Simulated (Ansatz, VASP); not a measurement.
## HfB in VASP and in Ansatz

```
Hf B
1.0
     0.00000    2.46430    2.46430
     2.46430    0.00000    2.46430
     2.46430    2.46430    0.00000
Hf B
1 1
Cartesian
  2.4643 2.4643 2.4643
  0.0000 0.0000 0.0000
```

Alike in both runs: task single point; functional PBE; k mesh 16 × 16 × 16; occupations gaussian, width 0.1 eV; no spin polarisation.

|  | VASP | Ansatz |
| --- | --- | --- |
| version | VASP 6.6.1 | Ansatz 0.2.0 |
| potentials or method | VASP PAW PBE potentials, release 64 (Hf_pv, B) | scalar-relativistic, plane waves, PAW |
| plane-wave cutoff (eV) | 520 | 420 |
| valence electrons in the cell | 13 | 29 |

```tsv
	VASP	Ansatz	Ansatz less VASP
gap on the k mesh at the Fermi level (eV)	none	none	-
pressure (GPa)	-8.9	-8.8	+0.07
```

A gap of «none» marks a metal or a gap that the smearing closes. With one functional, cell and mesh, what is left measures potentials, basis and numerics. The two sets of potentials don't hold the same shells in valence.

Spin-orbit coupling is left out, which matters for the levels of Hf.
